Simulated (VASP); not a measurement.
Here is a VASP 6.6.1 calculation.

The input INCAR:

```
ALGO = Normal
EDIFF = 1E-6
ENCUT = 520
GGA = PE
ISIF = 2
ISMEAR = -1
LASPH = True
LCHARG = False
LREAL = False
LWAVE = False
NBANDS = 15
NELM = 100
PREC = Accurate
SIGMA = 0.08
```

File KPOINTS:

```
k-points
0
Gamma
  10 10 10
```

File POSCAR:

```
Os
1.0
    0.0000000000      2.7782513531      2.7782513531
    2.7782513531      0.0000000000      2.7782513531
    2.7782513531      2.7782513531      0.0000000000
Os
2
Direct
    0.0000000000      0.0000000000      0.0000000000
    0.2500000000      0.2500000000      0.2500000000
```

Potentials or basis: VASP PAW PBE potentials, release 64 (Os).

The run is started by

```console
$ cat potpaw_PBE.64/Os/POTCAR > POTCAR
$ mpirun -np 1 vasp_std > vasp.out
```

(1) What does it give for the band gap on the k mesh?

(2) Estimate the pressure.

Results:

(1) none (metal or under the smearing width).

(2) -1.1 GPa.
